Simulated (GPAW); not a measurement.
The system is Al2O3.

```xyz
5
Lattice="3.0175 0.0000 0.0000 -1.5087 2.6132 0.0000 0.0000 0.0000 7.5746" Properties=species:S:1:pos:R:3 pbc="T T T"
Al    0.0000    0.0000    5.4693
Al    0.0000    0.0000    2.1054
O     0.0000    0.0000    3.7873
O     1.5087    0.8711    6.0638
O     0.0000    1.7421    1.5108
```

Measurements of this composition are mostly on another form, of space group No. 167.

Base run:

```yaml
Program: GPAW 26.7.0
Functional: r2SCAN
Potentials_or_basis: GPAW PAW data sets (gpaw-data 1.2.1)
Cutoff: 800 eV
Basis: pw
k_mesh: 7 × 7 × 3
Occupations: fermi-dirac, width 0.05 eV
Spin: no spin polarisation
```

Its results: band gap on the k mesh 3.03 eV, direct; pressure -3.9 GPa; largest force 0.312 eV/Å.

Task: After a change of settings the same cell gave: band gap on the k mesh 2.24 eV, direct; pressure -6.4 GPa; largest force 0.348 eV/Å. Which change was it?
A. functional from r2SCAN to BLYP; potentials or basis from GPAW PAW data sets (gpaw-data 1.2.1) to PAW data sets generated in the run's folder for this functional
B. functional from r2SCAN to PBEsol; potentials or basis from GPAW PAW data sets (gpaw-data 1.2.1) to PAW data sets generated in the run's folder for this functional
C. functional from r2SCAN to revPBE; potentials or basis from GPAW PAW data sets (gpaw-data 1.2.1) to the program's PAW data sets (release 1.2.1) made for this functional
D. functional from r2SCAN to LDA; potentials or basis from GPAW PAW data sets (gpaw-data 1.2.1) to the program's PAW data sets (release 1.2.1) made for this functional

Result: D.

Caveats: the PAW data sets were made with another functional, which shifts forces and pressure a little (some runs).

Runs at the PBE level aren't shown here.
